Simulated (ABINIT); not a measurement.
PbS (Galena): single point with LDA

The system is PbS (Galena).

```
CELL_PARAMETERS angstrom
0.00000 2.96575 2.96575
2.96575 0.00000 2.96575
2.96575 2.96575 0.00000
ATOMIC_POSITIONS crystal
Pb 0.00000 0.00000 0.00000
S 0.50000 0.50000 0.50000
```

| Quantity | Value |
| --- | --- |
| Program | ABINIT 10.8.3 (patched build) |
| Task | single point |
| Functional | LDA |
| Potentials or basis | HGH LDA |
| Cutoff | 599 eV |
| k mesh | 6 × 6 × 6 |
| Occupations | fermi-dirac, width 0.05 eV |
| Spin | no spin polarisation |

```json
{
 "Band gap on the k mesh": "0.23 eV, direct",
 "Valence electrons inside the program's atomic spheres": "Pb 1.02; S 3.81"
}
```

Levels at points of the mesh, in eV from the valence-band top:
```tsv
k point	band 1	band 2	band 3	band 4	band 5	band 6	band 7	band 8	band 9
(0.00, 0.00, 0.00)	-13.58	-6.12	-2.09	-2.09	-2.09	5.03	5.03	5.03	6.64
(0.50, 0.00, 0.00)	-12.29	-8.97	-1.79	-1.79	0.00	0.23	1.80	1.80	8.53
(0.50, 0.50, 0.00)	-12.05	-7.33	-5.26	-3.43	-3.43	3.73	5.51	5.55	5.55
```

Wall time 5.6 s on 1 thread of Intel(R) Xeon(R) Platinum 8375C CPU @ 2.90GHz (Ice Lake), with other jobs on the host, peak memory 0.06 GiB.

Caveat: spin-orbit coupling is left out, which as a rule narrows the gap of such compounds by several tenths of an eV; HGH potentials are hard and often keep d shells in the core, so these values are rough. A k mesh can miss the band edges.
